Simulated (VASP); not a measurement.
**From VASP inputs to Ansatz: AlN (strained rocksalt)**

INCAR

```
ISMEAR = -1
SIGMA = 0.02
ENCUT = 520
LREAL = .FALSE.
LASPH = .TRUE.
NELM = 120
LELF = .TRUE.
LWAVE = .FALSE.
IBRION = -1
GGA = PE
LCHARG = .TRUE.
NBANDS = 11
NSW = 0
EDIFF = 1E-7
ISIF = 2
PREC = Accurate
```

KPOINTS

```
KPOINTS created by Atomic Simulation Environment
0
Gamma
10 10 10
0 0 0
```

KPOINTS_OPT

```
special points
7
Reciprocal
0.0000000000 0.0000000000 0.0000000000 1
0.5000000000 0.0000000000 0.5000000000 1
0.6250000000 0.2500000000 0.6250000000 1
0.3750000000 0.3750000000 0.7500000000 1
0.5000000000 0.5000000000 0.5000000000 1
0.5000000000 0.2500000000 0.7500000000 1
0.0000000000 0.5000000000 0.5000000000 1
```

POSCAR

```
Al N
 1.0000000000000000
     0.0000000000000000    1.9986797676000001    1.9986797676000001
     1.9986797676000001    0.0000000000000000    1.9986797676000001
     1.9986797676000001    1.9986797676000001    0.0000000000000000
 Al  N
   1   1
Cartesian
  0.0000000000000000  0.0000000000000000  0.0000000000000000
  1.9986797676000001  1.9986797676000001  1.9986797676000001
```

VASP ran with the recommended PBE PAW datasets (8 valence electrons in the cell).

**Question.** Translate these files to an Ansatz input.

**Answer.** 

```yaml
crystal:
  lattice:
    - [0.0, 1.9986797676, 1.9986797676]
    - [1.9986797676, 0.0, 1.9986797676]
    - [1.9986797676, 1.9986797676, 0.0]
  atoms:
    - { symbol: Al, position: [0.0, 0.0, 0.0] }
    - { symbol: "N", position: [0.5, 0.5, 0.5] }
kpoints:
  mp_grid: { grid: [10, 10, 10] }
  band_path:
    path:
      - [0.0, 0.0, 0.0]
      - [0.5, 0.0, 0.5]
      - [0.625, 0.25, 0.625]
      - [0.375, 0.375, 0.75]
      - [0.5, 0.5, 0.5]
      - [0.5, 0.25, 0.75]
      - [0.0, 0.5, 0.5]
    npoints: 1
hamiltonian:
  xc: pbe
scf:
  occupations: { method: fermi_dirac, width: 0.02 }
  n_extra_bands: 4
output:
  forces: true
  stress: true
  eigenvalues: true
  write_density: true
  write_potential: true
  elf: true
  volumetric_format: npy
```

Other inputs would serve too.

|  | VASP | Ansatz |
| --- | --- | --- |
| gap between bands v and c | 4.94 eV | 4.97 eV |
| least direct gap | 6.18 eV | 6.17 eV |
| pressure | 15.0 GPa | 15.3 GPa |

The two codes use different PAW datasets and cutoffs. VASP's cell holds 8 valence electrons and Ansatz's 8. Ansatz's stress includes a Pulay correction; VASP's doesn't.
